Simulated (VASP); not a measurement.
# ZnS (F-43m) in VASP: a series of runs

The runs below take ZnS through relaxation of cell and atoms, with PBE.

All numbers are computed with VASP 6.6.1; they aren't measurements. Logs are shortened: lines on timing, memory, paths and dates and some standing lists are left out, and cuts for length are marked.

### Step 1. The structure

Symmetry: F-43m, No. 216, cubic system. Conventional cell: a = 5.404 Å, b = 5.404 Å, c = 5.404 Å, α = 90.00°, β = 90.00°, γ = 90.00°. Around Zn (site symmetry -43m) lie 4 S at 2.34 Å. S (site symmetry -43m) has 4 Zn at 2.34 Å as nearest neighbours.

### Step 2. Relaxation of cell and atoms, PBE

Contents of INCAR:

```
  ALGO = Normal
  EDIFF = 1E-7
  EDIFFG = -0.002
  ENCUT = 520
  GGA = PE
  IBRION = 2
  ISIF = 3
  ISMEAR = 0
  KPAR = 4
  LASPH = True
  LCHARG = False
  LREAL = False
  LWAVE = False
  NELM = 100
  NSW = 80
  PREC = Accurate
  SIGMA = 0.02
```

Contents of KPOINTS:

```
k-points
0
Gamma
  10 10 10
```

Contents of POSCAR:

```
ZnS
1.0
    0.0000000000      2.7020000000      2.7020000000
    2.7020000000      0.0000000000      2.7020000000
    2.7020000000      2.7020000000      0.0000000000
Zn S
1 1
Direct
    0.2500000000      0.2500000000      0.2500000000
    0.0000000000      0.0000000000      0.0000000000
```

Potentials or basis: VASP PAW PBE potentials, release 64 (Zn, S).

The run is started by

```sh
cat potpaw_PBE.64/Zn/POTCAR potpaw_PBE.64/S/POTCAR > POTCAR
mpirun -np 4 vasp_std > vasp.out
```

OUTCAR:

```text
EDIFF = 1E-7
   EDIFFG = -0.002
   ENCUT = 520
   GGA = PE
   IBRION = 2
   ISIF = 3
   ISMEAR = 0
   LASPH = True
   LREAL = False
   NELM = 100
   NSW = 80
   PREC = Accurate

 ion  position               nearest neighbor table
   1  0.250  0.250  0.250-   2 2.34   2 2.34   2 2.34   2 2.34
   2  0.000  0.000  0.000-   1 2.34   1 2.34   1 2.34   1 2.34

  LATTYP: Found a face centered cubic cell.
 ALAT       =     5.4040000000

  Lattice vectors:

 A1 = (   0.0000000000,   2.7020000000,   2.7020000000)
 A2 = (   2.7020000000,   0.0000000000,   2.7020000000)
 A3 = (   2.7020000000,   2.7020000000,   0.0000000000)

Analysis of symmetry for initial positions (statically):
=====================================================================
 Subroutine PRICEL returns:
 Original cell was already a primitive cell.

 Routine SETGRP: Setting up the symmetry group for a
 face centered cubic supercell.

 Subroutine GETGRP returns: Found 24 space group operations
 (whereof 24 operations were pure point group operations)
 out of a pool of 48 trial point group operations.

The static configuration has the point symmetry T_d .

Analysis of symmetry for dynamics (positions and initial velocities):
=====================================================================
 Subroutine PRICEL returns:
 Original cell was already a primitive cell.

 Routine SETGRP: Setting up the symmetry group for a
 face centered cubic supercell.

 Subroutine GETGRP returns: Found 24 space group operations
 (whereof 24 operations were pure point group operations)
 out of a pool of 48 trial point group operations.

The dynamic configuration has the point symmetry T_d .

 Subroutine INISYM returns: Found 24 space group operations
 (whereof 24 operations are pure point group operations),
 and found     1 'primitive' translations

----------------------------------------------------------------------------------------

                                     Primitive cell

  volume of cell :      39.4535

  direct lattice vectors                    reciprocal lattice vectors
     0.000000000  2.702000000  2.702000000    -0.185048113  0.185048113  0.185048113
     2.702000000  0.000000000  2.702000000     0.185048113 -0.185048113  0.185048113
     2.702000000  2.702000000  0.000000000     0.185048113  0.185048113 -0.185048113

  length of vectors
     3.821205046  3.821205046  3.821205046     0.320512733  0.320512733  0.320512733

[... 103 lines left out ...]
  Thomas-Fermi vector in A             =   2.393807
   LORBIT       =      0    0 simple, 1 ext, 2 COOP (PROOUT), +10 PAW based schemes
   GGA     = PE    functional components
   LHFCALC =     F    Hartree Fock is set to
   AEXX    =    0.0000 exact exchange contribution
   IVDW    =     0    specifies the selected vdW correction
   LEPSILON=     F    determine dielectric tensor
   LRPA    =     F    only Hartree local field effects (RPA)
 conjugate gradient relaxation of ions
 non-spin polarized calculation
 Gauss-broadening in eV      SIGMA  =   0.02
  energy-cutoff  :      520.00
  volume of cell :       39.45
 maximum number of plane-waves:      1073
   NGX = 15   NGY = 15   NGZ = 15

--------------------------------------- Ionic step        1  -------------------------------------------

 number of electron      18.0000000 magnetization

 Free energy of the ion-electron system (eV)
  ---------------------------------------------------
  ext. energy  EPLUGINS =         0.00000000
  ---------------------------------------------------
  free energy    TOTEN  =        -6.84732053 eV

  energy without entropy =       -6.84732053  energy(sigma->0) =       -6.84732053

------------------------ aborting loop because EDIFF is reached ----------------------------------------

  FORCE on cell =-STRESS in cart. coord.  units (eV):
  Direction    XX          YY          ZZ          XY          YZ          ZX
  --------------------------------------------------------------------------------------
  -------------------------------------------------------------------------------------
  Total        0.4332251      0.4332251      0.4332251     -0.0000000     -0.0000000     -0.0000000
  in kB       17.5929278     17.5929278     17.5929278     -0.0000000     -0.0000000     -0.0000000
  external PRESSURE =      17.5929278 kB  Pullay stress =       0.0000000 kB
[... 59 lines left out ...]
--------------------------------------- Ionic step        3  -------------------------------------------

 number of electron      17.9999987 magnetization

 Free energy of the ion-electron system (eV)
  ---------------------------------------------------
  ext. energy  EPLUGINS =         0.00000000
  ---------------------------------------------------
  free energy    TOTEN  =        -6.85241775 eV

  energy without entropy =       -6.85241775  energy(sigma->0) =       -6.85241775

 E-fermi :   2.0350     XC(G=0):  -9.5182

 val. band max:        1.8871830851   @ k =   0.0000   0.0000   0.0000
 cond. band min:       3.8979075317   @ k =   0.0000   0.0000   0.0000
 fundamental gap:      2.0107244466
 Fermi energy:         2.0350119718

 k-point     1 :       0.0000    0.0000    0.0000
  band No.  band energies     occupation
      1     -11.0898      2.00000
      2      -4.3595      2.00000
      3      -4.3595      2.00000
      4      -4.3595      2.00000
      5      -3.8892      2.00000
      6      -3.8892      2.00000
      7       1.8872      2.00000
      8       1.8872      2.00000
      9       1.8872      2.00000
     10       3.8979      0.00000
     11       8.2989      0.00000
     12       8.2989      0.00000
     13       8.2989      0.00000
[... 354 lines left out ...]
  band No.  band energies     occupation
      1     -10.1747      2.00000
      2      -4.3592      2.00000
      3      -4.1268      2.00000
      4      -4.1171      2.00000
      5      -3.8624      2.00000
      6      -3.8357      2.00000
      7      -1.7999      2.00000
      8      -0.0194      2.00000
      9       0.1829      2.00000
     10       5.9858      0.00000
     11       6.5530      0.00000
     12      10.6003      0.00000
     13      11.5453      0.00000

 [... further k-points ...]

------------------------ aborting loop because EDIFF is reached ----------------------------------------

  FORCE on cell =-STRESS in cart. coord.  units (eV):
  Direction    XX          YY          ZZ          XY          YZ          ZX
  --------------------------------------------------------------------------------------
  -------------------------------------------------------------------------------------
  Total        0.0005683      0.0005683      0.0005683      0.0000000      0.0000000      0.0000000
  in kB        0.0225324      0.0225324      0.0225324      0.0000000      0.0000000      0.0000000
  external PRESSURE =       0.0225324 kB  Pullay stress =       0.0000000 kB
[... 17 lines left out ...]
  FREE ENERGIE OF THE ION-ELECTRON SYSTEM (eV)
  ---------------------------------------------------
  free  energy   TOTEN  =        -6.8524177464 eV

  energy  without entropy=       -6.8524177464  energy(sigma->0) =       -6.85241775

 reached required accuracy - stopping structural energy minimisation
```

OSZICAR:

```text
N       E                     dE             d eps       ncg     rms          rms(c)
DAV:   1     0.830312150715E+02    0.83031E+02   -0.89075E+03  1222   0.163E+03
DAV:   2    -0.126751320354E+01   -0.84299E+02   -0.79672E+02  1310   0.285E+02
DAV:   3    -0.719962115457E+01   -0.59321E+01   -0.58951E+01  1527   0.727E+01
[... 27 lines left out ...]
DAV:   4    -0.685245740180E+01    0.23503E-03   -0.13735E-04  1465   0.192E-01    0.663E-02
DAV:   5    -0.685241814062E+01    0.39261E-04   -0.40080E-05  1838   0.133E-01    0.127E-02
DAV:   6    -0.685241801270E+01    0.12792E-06   -0.12738E-05  1307   0.457E-02    0.646E-03
DAV:   7    -0.685241773770E+01    0.27500E-06   -0.67125E-07  1482   0.159E-02    0.284E-03
DAV:   8    -0.685241774635E+01   -0.86532E-08   -0.16992E-07   731   0.657E-03
   3 F= -.68524177E+01 E0= -.68524177E+01  d E =-.509721E-02
```

CONTCAR:

```text
ZnS
   1.00000000000000
    -0.0000000000000000    2.7235674200264763    2.7235674200264763
     2.7235674200264763   -0.0000000000000000    2.7235674200264763
     2.7235674200264763    2.7235674200264763   -0.0000000000000000
  Zn              S
     1     1
Direct
     0.2500000000000000    0.2500000000000000    0.2500000000000000
     0.0000000000000000    0.0000000000000000    0.0000000000000000

  0.00000000E+00  0.00000000E+00  0.00000000E+00
  0.00000000E+00  0.00000000E+00  0.00000000E+00
```

Wall time 13 s (4 MPI ranks of Intel Xeon Platinum 8488C (Sapphire Rapids), shared host); peak memory 0.16 GiB.

Results:

- Free energy: -6.8524 eV
- Relaxed volume: 20.20 Å³/atom
- Relaxed cell: a = 3.852 Å, b = 3.852 Å, c = 3.852 Å, α = 60.00°, β = 60.00°, γ = 60.00°
- Space group after relaxing (to 0.05 Å): F-43m (No. 216)
- Energy gained by relaxing: 2.5 meV/atom
- Ionic steps: 3
- Pressure after relaxing: 0.0 GPa
- Band gap on the k mesh: 2.01 eV, direct

Step by step:
```tsv
step	energy change (eV)	largest force (eV/Å)	pressure (GPa)	volume (Å³)
1	0.0000	0.0000	1.76	39.45
2	-0.0046	0.0000	-0.49	40.70
3	-0.0051	0.0000	0.00	40.41
```

Final structure:
```yaml
crystal:
  lattice:
    - [0.00000, 2.72357, 2.72357]
    - [2.72357, 0.00000, 2.72357]
    - [2.72357, 2.72357, 0.00000]
  atoms:
    - { symbol: Zn, position: [0.25000, 0.25000, 0.25000] }
    - { symbol: S, position: [0.00000, 0.00000, 0.00000] }
```

Levels at points of the mesh, in eV from the valence-band top:
| k point | band 7 | band 8 | band 9 | band 10 | band 11 | band 12 |
| --- | --- | --- | --- | --- | --- | --- |
| (0.00, 0.00, 0.00) | 0.00 | 0.00 | 0.00 | 2.01 | 6.41 | 6.41 |
| (0.50, 0.00, 0.00) | -5.14 | -0.83 | -0.83 | 3.26 | 6.94 | 6.94 |
| (0.50, 0.50, 0.00) | -4.46 | -2.13 | -2.13 | 3.46 | 4.07 | 10.81 |

PBE usually gives volumes a little too large and moduli too small. Zero-point motion and thermal expansion aren't in these numbers.

### Step 3. Relaxation of cell and atoms, PBE

This run uses another cell than the first one, of 20.20 Å³/atom, 1.024 times its volume.

INCAR is that of step 2.

KPOINTS is that of step 2.

Contents of POSCAR:

```
ZnS                                     
1.0
   -0.0000000000      2.7235674200      2.7235674200
    2.7235674200     -0.0000000000      2.7235674200
    2.7235674200      2.7235674200     -0.0000000000
  Zn              S             
     1     1
Direct
     0.2500000000000000    0.2500000000000000    0.2500000000000000
     0.0000000000000000    0.0000000000000000    0.0000000000000000
```

Potentials or basis: VASP PAW PBE potentials, release 64 (Zn, S).

The run is started by

```sh
cat potpaw_PBE.64/Zn/POTCAR potpaw_PBE.64/S/POTCAR > POTCAR
mpirun -np 4 vasp_std > vasp.out
```

It took 7.7 s on 4 MPI ranks of Intel Xeon Platinum 8488C (Sapphire Rapids), shared host; peak memory 0.16 GiB.

It converged, with:

| Item | Value |
| --- | --- |
| Free energy | -6.8527 eV |
| Pressure after relaxing | 0.0 GPa |
| Band gap on the k mesh | 2.01 eV, direct |

Final structure:
```xyz
2
Lattice="0.0000 2.7236 2.7236 2.7236 0.0000 2.7236 2.7236 2.7236 0.0000" Properties=species:S:1:pos:R:3 pbc="T T T"
Zn    1.3618    1.3618    1.3618
S     0.0000    0.0000    0.0000
```

Levels at points of the mesh, in eV from the valence-band top:
```csv
k point,band 6,band 7,band 8,band 9,band 10,band 11,band 12,band 13
"(0.00, 0.00, 0.00)",-5.78,0.00,0.00,0.00,2.01,6.41,6.41,6.41
"(0.50, 0.00, 0.00)",-5.58,-5.14,-0.83,-0.83,3.26,6.94,6.94,8.79
"(0.50, 0.50, 0.00)",-5.57,-4.46,-2.13,-2.13,3.46,4.07,10.81,11.81
```

Caveat: the relaxation stopped at its first step, so nothing moved. A hybrid or GW would open this gap; PBE tends to underestimate it.
